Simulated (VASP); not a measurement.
The system is BAs.

```
B As
1.0
     2.92516    0.00000    0.00000
     0.00000    2.92516    0.00000
     0.00000    0.00000    2.92516
B As
1 1
Direct
  0.00000 0.00000 0.00000
  0.50000 0.50000 0.50000
```

The cell was built by a generator and needn't be a form met in nature.

Base run:

```yaml
Program: VASP 6.6.1
Functional: r2SCAN
Potentials_or_basis: VASP PAW PBE potentials, release 64 (B, As)
Cutoff: 520 eV
k_mesh: 6 × 6 × 6
Occupations: fermi-dirac, width 0.02 eV
Spin: no spin polarisation
```

Its results: band gap on the k mesh none (metal or under the smearing width); pressure 2.0 GPa.

The run is repeated on the same cell with these changes: functional from r2SCAN to HSE06; k mesh from 6 × 6 × 6 to 4 × 4 × 4. What comes out?

Band gap on the k mesh none (metal or under the smearing width); pressure -6.0 GPa.

Several settings changed at once, so the effect can't be laid on one alone.

Caveats: some runs use coarse meshes; the PAW data sets were made with another functional, which shifts forces and pressure a little.
